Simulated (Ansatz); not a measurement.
# CoO (R-3m) in Ansatz: convergence with smearing width

Aim: find how far smearing width must go before the results for CoO settle, at PBE. This setting moves, with any that are tied to it; all else stays.

All numbers are computed with Ansatz 0.2.0; they aren't measurements. Logs are shortened: lines on timing, memory, paths and dates and some standing lists are left out, and cuts for length are marked.

## 1. The structure

Symmetry: R-3m, No. 166, trigonal system. Conventional cell: a = 3.011 Å, b = 3.011 Å, c = 7.320 Å, α = 90.00°, β = 90.00°, γ = 120.00°. Co (site symmetry -3m) is surrounded by 6 O at 2.12 Å. Around O (site symmetry -3m) lie 6 Co at 2.12 Å.

The cell is a database's computed one.

## 2. With smearing width 0.3 eV

input.yaml

```yaml
crystal:
  lattice:
    - [1.5054695445, 0.8691832468, 2.4399269062]
    - [-1.5054695445, 0.8691832468, 2.4399269062]
    - [0.0, -1.7383664936, 2.4399269062]
  atoms:
    - { symbol: Co, position: [0.0, 0.0, 0.0], spin: 2.0 }
    - { symbol: O, position: [0.5, 0.5, 0.5] }
hamiltonian:
  xc: pbe
  pseudopotentials: { kind: nc }
magnetization:
  spin_polarized: true
kpoints:
  mp_grid: { grid: [9, 9, 9] }
scf:
  occupations: { method: gaussian, width: 0.3 }
output:
  forces: true
  stress: true
  eigenvalues: true
```

Potentials or basis: PseudoDojo standard (PBE files) with Ansatz NC.

Launch:

```bash
$ ansatz run input.yaml --threads 2 --pin off --max-ram 5632MiB --backend cpu --events-out ev --progress --plain --runs-dir out
```

Run time: 17 s. Hardware: 2 threads of Intel Xeon at 2.50GHz (Skylake/Cascade Lake), shared host; peak memory 0.46 GiB.

Results:

```
Free energy            : -4627.2324 eV
Pressure               : 0.4 GPa
Band gap on the k mesh : none (metal or under the smearing width)
Net moment             : 2.91 μB per cell
Absolute moment        : 2.93 μB per cell
Site moments           : Co +2.48; O +0.32 μB
```

## 3. With smearing width 0.2 eV

input.yaml: that of step 2 with these lines changed.

```diff
@@ -16,3 +16,3 @@
 scf:
-  occupations: { method: gaussian, width: 0.3 }
+  occupations: { method: gaussian, width: 0.2 }
 output:
```

Potentials or basis: PseudoDojo standard (PBE files) with Ansatz NC.

Launch:

```bash
$ ansatz run input.yaml --threads 2 --pin off --max-ram 5632MiB --backend cpu --events-out ev --progress --plain --runs-dir out
```

It took 19 s on 2 threads of Intel Xeon at 2.50GHz (Skylake/Cascade Lake), shared host; peak memory 0.47 GiB.

Results:

```yaml
Free_energy: -4627.1879 eV
Pressure: 0.4 GPa
Band_gap_on_the_k_mesh: none (metal or under the smearing width)
Net_moment: 2.94 μB per cell
Absolute_moment: 2.96 μB per cell
Site_moments: Co +2.50; O +0.33 μB
```

## 4. With smearing width 0.15 eV

input.yaml: that of step 3 with these lines changed.

```diff
@@ -16,3 +16,3 @@
 scf:
-  occupations: { method: gaussian, width: 0.2 }
+  occupations: { method: gaussian, width: 0.15 }
 output:
```

Launch:

```bash
$ ansatz run input.yaml --threads 2 --pin off --max-ram 5632MiB --backend cpu --events-out ev --progress --plain --runs-dir out
```

Wall time 21 s (2 threads of Intel Xeon at 2.50GHz (Skylake/Cascade Lake), shared host); peak memory 0.47 GiB.

What came out:

```
Free energy            : -4627.1707 eV
Pressure               : 0.4 GPa
Band gap on the k mesh : none (metal or under the smearing width)
Net moment             : 2.96 μB per cell
Absolute moment        : 2.98 μB per cell
Site moments           : Co +2.52; O +0.34 μB
```

## 5. With smearing width 0.1 eV

input.yaml: that of step 4 with these lines changed.

```diff
@@ -16,3 +16,3 @@
 scf:
-  occupations: { method: gaussian, width: 0.15 }
+  occupations: { method: gaussian, width: 0.1 }
 output:
```

Launch:

```bash
$ ansatz run input.yaml --threads 2 --pin off --max-ram 5632MiB --backend cpu --events-out ev --progress --plain --runs-dir out
```

Run time: 21 s. Hardware: 2 threads of Intel Xeon at 2.50GHz (Skylake/Cascade Lake), shared host; peak memory 0.47 GiB.

What came out:

| Item | Value |
| --- | --- |
| Free energy | -4627.1583 eV |
| Pressure | 0.4 GPa |
| Band gap on the k mesh | none (metal or under the smearing width) |
| Net moment | 2.99 μB per cell |
| Absolute moment | 3.01 μB per cell |
| Site moments | Co +2.53; O +0.35 μB |

## 6. With smearing width 0.05 eV

input.yaml: that of step 5 with these lines changed.

```diff
@@ -16,3 +16,3 @@
 scf:
-  occupations: { method: gaussian, width: 0.1 }
+  occupations: { method: gaussian, width: 0.05 }
 output:
```

Potentials or basis: PseudoDojo standard (PBE files) with Ansatz NC.

Launch:

```bash
$ ansatz run input.yaml --threads 2 --pin off --max-ram 5632MiB --backend cpu --events-out ev --progress --plain --runs-dir out
```

Run time: 20 s. Hardware: 2 threads of Intel Xeon at 2.50GHz (Skylake/Cascade Lake), shared host; peak memory 0.47 GiB.

The run converged. Its results:

```
Free energy            : -4627.1518 eV
Pressure               : 0.4 GPa
Band gap on the k mesh : none (metal or under the smearing width)
Net moment             : 3.00 μB per cell
Absolute moment        : 3.02 μB per cell
Site moments           : Co +2.54; O +0.35 μB
```

## 7. With smearing width 0.025 eV

input.yaml: that of step 6 with these lines changed.

```diff
@@ -16,3 +16,3 @@
 scf:
-  occupations: { method: gaussian, width: 0.05 }
+  occupations: { method: gaussian, width: 0.025 }
 output:
```

Launch:

```bash
$ ansatz run input.yaml --threads 2 --pin off --max-ram 5632MiB --backend cpu --events-out ev --progress --plain --runs-dir out
```

It took 20 s on 2 threads of Intel Xeon at 2.50GHz (Skylake/Cascade Lake), shared host; peak memory 0.47 GiB.

It converged, with:

```yaml
Free_energy: -4627.1504 eV
Pressure: 0.3 GPa
Band_gap_on_the_k_mesh: none (metal or under the smearing width)
Net_moment: 3.00 μB per cell
Absolute_moment: 3.02 μB per cell
Site_moments: Co +2.54; O +0.35 μB
```

## 8. With smearing width 0.01 eV

input.yaml: that of step 7 with these lines changed.

```diff
@@ -16,3 +16,3 @@
 scf:
-  occupations: { method: gaussian, width: 0.025 }
+  occupations: { method: gaussian, width: 0.01 }
 output:
```

Launch:

```bash
$ ansatz run input.yaml --threads 2 --pin off --max-ram 5632MiB --backend cpu --events-out ev --progress --plain --runs-dir out
```

Wall time 18 s (2 threads of Intel Xeon at 2.50GHz (Skylake/Cascade Lake), shared host); peak memory 0.47 GiB.

The run converged. Its results:

- Free energy: -4627.1500 eV
- Pressure: 0.3 GPa
- Band gap on the k mesh: none (metal or under the smearing width)
- Net moment: 3.00 μB per cell
- Absolute moment: 3.02 μB per cell
- Site moments: Co +2.54; O +0.35 μB

## 9. With smearing width 0.005 eV

input.yaml: that of step 8 with these lines changed.

```diff
@@ -16,3 +16,3 @@
 scf:
-  occupations: { method: gaussian, width: 0.01 }
+  occupations: { method: gaussian, width: 0.005 }
 output:
```

Potentials or basis: PseudoDojo standard (PBE files) with Ansatz NC.

Launch:

```bash
$ ansatz run input.yaml --threads 2 --pin off --max-ram 5632MiB --backend cpu --events-out ev --progress --plain --runs-dir out
```

Log:

```text
Warning: RAYON_NUM_THREADS=2 ignored (pool sized by the plan → 2); use --threads N
Engine: ansatz 0.2.0, x86_64-unknown-linux-gnu
Pseudopotentials: kind: nc
Pseudopotential: Co, nc, valence charge 17, recommended cutoff 1306.14654 eV (normal), Co.nc.azcp (PseudoDojo's, or run here from an input of PseudoDojo's: the run reads no file of this project's for it)
Pseudopotential: O, nc, valence charge 6, recommended cutoff 1240 eV (normal), O.nc.azcp
Functional definition: PBE
  parameter kappa = 0.804
  parameter beta = 0.06672455060314922
  exchange = pbe_x(kappa = kappa, mu = beta*pi^2/3)
  correlation = pbe_c(beta = beta)
Crystal: 2 atoms, lattice volume = 19.156 Å³
Basis set: ecut = 1306.14654 eV, 2085 PW (Γ), exchange–correlation on 72×72×72 points (8 copies of the dense FFT grid, shifted against one another)
Bands: 17, of which v1, the nominal top of the filled ones, is band 12 counted from 1 (11 counted from 0)
Symmetry: 12 space group operations
Space group: R-3m (ITA 166), of the structure as read, at distance tolerance 2.7e-5 Å
Magnetic group: BNS 166.97 (UNI 1327), of the structure as read, at distance tolerance 2.7e-5 Å
k-points: 85 of 729
Non-local potential: Co, projectors of the file, l = 0: 2, l = 1: 2, l = 2: 2
Non-local potential: O, projectors of the file, l = 0: 2, l = 1: 2, l = 2: 1
Initial density: superposition of atomic densities (chi_scale 0.1, normalization cell, long waves kept (reshape's long-wave potential 0.00 eV rms))
Starting moments: Σ|m| = 2 μB on 1 of 2 sites
Initial wavefunctions: pseudopotential atomic-orbital guess
Functional: x = pbe(κ = 0.804, μ = 0.2195149727645171), c = pbe(β = 0.06672455060314922)
SCF iter   1: F=—  HF=-4630.547030 eV  |F-HF|=—  |Δ(HF+E_count)|=         —  Δρ=3.49e-1 (↑1.60e-1 ↓3.49e-1)  dr2=3.64e1  dr2_m=3.06e0  M=0.591 μB ∫|m|=0.592 μB  β_m=0.30  ethr=3.10e-3  ⟨swp⟩=5.0  Hψ=14272  notcnv=0
preconditioner: auto → none  [metal: Δε(μ)=0.004 eV  Ē_g=14.165 eV  σ=0.005 eV  W_gap=0.44  n_scr=8 (ndim 8)  ℏωp=32.9 eV  f_vac=0.000  D(μ)=2.04/eV (n_scr^D=26)  sad-step TF]
SCF iter   2: F=—  HF=-4627.013738 eV  |F-HF|=—  |Δ(HF+E_count)|=    3.53e0  Δρ=1.06e-1 (↑8.25e-2 ↓1.06e-1)  dr2=1.35e0  dr2_m=6.49e-1  M=1.994 μB ∫|m|=1.994 μB  β_m=1.00  ethr=3.10e-3  ⟨swp⟩=3.8  Hψ=7734  notcnv=0  defer=209
SCF iter   3: F=—  HF=-4627.058224 eV  |F-HF|=—  |Δ(HF+E_count)|=   4.45e-2  Δρ=8.46e-2 (↑5.66e-2 ↓8.46e-2)  dr2=4.83e-1  dr2_m=6.25e-1  M=2.678 μB ∫|m|=2.680 μB  β_m=1.00  ethr=3.10e-3  ⟨swp⟩=2.8  Hψ=5757  notcnv=0  defer=179
SCF iter   4: F=—  HF=-4627.131742 eV  |F-HF|=—  |Δ(HF+E_count)|=   7.35e-2  Δρ=1.97e-2 (↑1.32e-2 ↓1.97e-2)  dr2=2.50e-2  dr2_m=2.42e-2  M=2.791 μB ∫|m|=2.799 μB  β_m=1.00  ethr=2.10e-3  ⟨swp⟩=2.7  Hψ=5722  notcnv=0  defer=178
SCF iter   5: F=—  HF=-4627.143864 eV  |F-HF|=—  |Δ(HF+E_count)|=   1.21e-2  Δρ=1.81e-2 (↑1.64e-2 ↓1.81e-2)  dr2=2.35e-2  dr2_m=4.73e-2  M=2.986 μB ∫|m|=2.998 μB  β_m=1.00  ethr=1.09e-4  ⟨swp⟩=2.3  Hψ=4485  notcnv=0  defer=178
SCF iter   6: F=—  HF=-4627.151529 eV  |F-HF|=—  |Δ(HF+E_count)|=   7.67e-3  Δρ=6.60e-3 (↑6.60e-3 ↓4.57e-3)  dr2=9.04e-3  dr2_m=1.25e-3  M=3.000 μB ∫|m|=3.018 μB  β_m=1.00  ethr=1.02e-4  ⟨swp⟩=3.0  Hψ=4370  notcnv=0  defer=178
SCF iter   7: F=—  HF=-4627.150325 eV  |F-HF|=—  |Δ(HF+E_count)|=   1.20e-3  Δρ=3.79e-3 (↑3.79e-3 ↓2.82e-3)  dr2=2.39e-3  dr2_m=1.55e-4  M=3.000 μB ∫|m|=3.020 μB  β_m=0.30  ethr=3.93e-5  ⟨swp⟩=1.7  Hψ=3296  notcnv=0  defer=178
Mixer restart at iter 7: flushing history
spin-set hold released at iteration 7 (site moments contracting): the magnetisation degrees of freedom join the quasi-Newton model from the next iteration; the mixer history was flushed
SCF iter   8: F=—  HF=-4627.149951 eV  |F-HF|=—  |Δ(HF+E_count)|=   3.74e-4  Δρ=3.05e-3 (↑2.16e-3 ↓3.05e-3)  dr2=5.78e-4  dr2_m=2.76e-4  M=3.000 μB ∫|m|=3.020 μB  β_m=0.29  ethr=1.04e-5  ⟨swp⟩=2.8  Hψ=4418  notcnv=0  defer=177
SCF iter   9: F=—  HF=-4627.149911 eV  |F-HF|=—  |Δ(HF+E_count)|=   4.00e-5  Δρ=1.89e-3 (↑1.72e-3 ↓1.89e-3)  dr2=1.53e-4  dr2_m=1.32e-4  M=3.000 μB ∫|m|=3.020 μB  β_m=0.37  ethr=2.51e-6  ⟨swp⟩=2.5  Hψ=4436  notcnv=0  defer=169
SCF iter  10: F=—  HF=-4627.149944 eV  |F-HF|=—  |Δ(HF+E_count)|=   3.28e-5  Δρ=8.55e-4 (↑6.67e-4 ↓8.55e-4)  dr2=2.75e-5  dr2_m=3.85e-5  M=3.000 μB ∫|m|=3.021 μB  β_m=0.48  ethr=6.66e-7  ⟨swp⟩=1.1  Hψ=2905  notcnv=0  defer=168
SCF iter  11: F=—  HF=-4627.149958 eV  |F-HF|=—  |Δ(HF+E_count)|=   1.39e-5  Δρ=1.71e-4 (↑1.47e-4 ↓1.71e-4)  dr2=7.99e-7  dr2_m=3.16e-6  M=3.000 μB ∫|m|=3.021 μB  β_m=0.74  ethr=1.20e-7  ⟨swp⟩=2.4  Hψ=4550  notcnv=0  defer=168
SCF iter  12: F=—  HF=-4627.149959 eV  |F-HF|=—  |Δ(HF+E_count)|=   1.52e-6  Δρ=8.76e-5 (↑1.42e-5 ↓8.76e-5)  dr2=1.33e-7  dr2_m=3.91e-7  M=3.000 μB ∫|m|=3.021 μB  β_m=0.87  ethr=3.47e-9  ⟨swp⟩=2.0  Hψ=4718  notcnv=0  defer=166
SCF iter  13: F=—  HF=-4627.149960 eV  |F-HF|=—  |Δ(HF+E_count)|=   1.93e-7  Δρ=4.73e-5 (↑1.46e-5 ↓4.73e-5)  dr2=1.20e-7  dr2_m=1.05e-7  M=3.000 μB ∫|m|=3.021 μB  β_m=0.93  ethr=4.35e-10  ⟨swp⟩=8.5  Hψ=14917  notcnv=0
SCF iter  14: F=—  HF=-4627.149960 eV  |F-HF|=—  |Δ(HF+E_count)|=   8.33e-8  Δρ=6.39e-5 (↑6.34e-6 ↓6.39e-5)  dr2=1.56e-7  dr2_m=1.64e-7  M=3.000 μB ∫|m|=3.021 μB  β_m=0.76  ethr=5.22e-10  ⟨swp⟩=2.0  Hψ=4685  notcnv=0
SCF iter  15: F=-4627.149960 eV  HF=-4627.149960 eV  |F-HF|=6.82e-10  |Δ(HF+E_count)|=   4.40e-9  Δρ=6.61e-6 (↑3.48e-6 ↓6.61e-6)  dr2=1.24e-9  dr2_m=3.62e-9  M=3.000 μB ∫|m|=3.021 μB  ethr=4.35e-10  ⟨swp⟩=3.0  Hψ=11075  notcnv=0
SCF 1 converged in 15 iterations: F = -4627.149960 eV  dr2 = 1.24e-9
SCF converged after 15 iterations
Magnetization: 3.0000 μB (13.0000 up, 10.0000 down)
Absolute magnetization: 3.0214 μB (∫|ρ↑−ρ↓|)
Spin contamination: 0.0065 ħ² per cell (⟨S²⟩ above its minimum at these occupations)
Per-site moments (μB) at R_I (Å): [(2.5396480323943074, 0.876038603632342), (0.35250384943441965, 0.876038603632342)]
Free energy (F): -4627.149960 eV
Harris-Foulkes:  -4627.149960 eV  (|F-HF|=6.82e-10)
Internal energy: -4627.149900 eV  (E = F + TS)
E sigma→0 (E₀):  -4627.149930 eV
Entropy (-TS):   -0.000059 eV (-0.030 meV/atom)
Fermi energy:    14.339007 eV
--- Per-component energies (eV) ---
  E_band       = -297.189779
  E_kinetic    = 2174.185624
  E_local      = -3645.006122  (includes V_loc(G=0)·N_el)
  E_nonlocal   = -601.050336
  E_hartree    = 1238.781932
  E_xc         = -891.376722
  E_vxc        = -702.881992  (∫ρ·V_xc dr)
  E_ewald      = -2902.684276
  E_smearing   = -0.000059  (= −TS)
  E_closure    = -0.000000  (closes the sum)
  Σ components = -4627.149960   (vs F -4627.149960, Δ=0.00e0)
--- Forces (eV/Å), atoms counted from 1 ---
  atom   1  Co    -0.00000000     0.00000000    -0.00000000
  atom   2  O      0.00000000     0.00000000     0.00000000
  max |Σ_I F_I| component: 5.26e-31 eV/Å
--- Stress (GPa, compression-positive) ---
        0.533012       0.000000      -0.000000
        0.000000       0.533012      -0.000000
       -0.000000      -0.000000      -0.071213
  P = ⅓ Tr σ = 0.3316 GPa (3.316 kbar)
--- Band table (eV; the first three rows and the last of 170) ---
  k-point 0 ↑: bands = ["-82.4810", "-45.8321", "-45.8321", "-45.8202", "-5.9847", "10.8559", "10.8559", "11.0694", "11.0694", "11.0868", "11.0868", "11.1190", "11.1355", "15.3184", "31.1148", "32.3141", "32.3141"]
  k-point 1 ↑: bands = ["-82.4806", "-45.8363", "-45.8327", "-45.8211", "-5.8565", "9.9274", "9.9612", "9.9963", "11.1337", "11.1623", "11.4968", "12.0492", "12.0726", "16.1338", "28.9600", "31.8821", "32.0462"]
  k-point 2 ↑: bands = ["-82.4795", "-45.8473", "-45.8342", "-45.8232", "-5.5131", "8.3531", "9.1107", "9.1517", "11.3453", "11.3766", "11.7577", "13.0345", "13.0448", "17.6422", "26.3854", "30.3742", "30.4950"]
  k-point 84 ↓: bands = ["-79.8203", "-43.0516", "-43.0212", "-43.0184", "-4.0958", "6.8590", "9.4582", "9.6354", "14.1722", "14.2097", "14.4824", "16.5332", "16.9675", "20.3689", "24.4116", "27.1772", "28.4424"]
```

It took 19 s on 2 threads of Intel Xeon at 2.50GHz (Skylake/Cascade Lake), shared host; peak memory 0.47 GiB.

Results:

- Free energy: -4627.1500 eV
- Pressure: 0.3 GPa
- Band gap on the k mesh: none (metal or under the smearing width)
- Net moment: 3.00 μB per cell
- Absolute moment: 3.02 μB per cell
- Site moments: Co +2.54; O +0.35 μB

## 10. Summary

| smearing width | energy less the tightest run, at zero smearing (meV/atom) | pressure (GPa) | absolute moment (μB) | SCF cycles | CPU time (s) | peak memory (GiB) |
| --- | --- | --- | --- | --- | --- | --- |
| 0.3 eV | -3.96 | 0.39 | 2.93 | 13 | 30 | 0.46 |
| 0.2 eV | 0.25 | 0.36 | 2.96 | 15 | 35 | 0.47 |
| 0.15 eV | 0.93 | 0.36 | 2.98 | 16 | 38 | 0.47 |
| 0.1 eV | 0.49 | 0.37 | 3.01 | 15 | 37 | 0.47 |
| 0.05 eV | 0.03 | 0.36 | 3.02 | 14 | 35 | 0.47 |
| 0.025 eV | -0.02 | 0.34 | 3.02 | 15 | 36 | 0.47 |
| 0.01 eV | -0.01 | 0.33 | 3.02 | 15 | 34 | 0.47 |
| 0.005 eV | 0.00 | 0.33 | 3.02 | 15 | 35 | 0.47 |

Against the tightest run, the energy stays within 1 meV/atom from 0.2 eV on; the pressure stays within 0.1 GPa from 0.3 eV on; the absolute moment stays within 0.02 μB from 0.1 eV on. Narrower smearing needs a denser k mesh, so at a fixed mesh the narrowest width isn't the most accurate. The tightest run that finished is the yardstick and may itself not be fully converged.

Caveats: a cell with one magnetic atom can't hold antiferromagnetic order, which such compounds often take; semilocal functionals often make such compounds metallic where correlation or magnetic order opens a gap, which also shifts bond lengths.
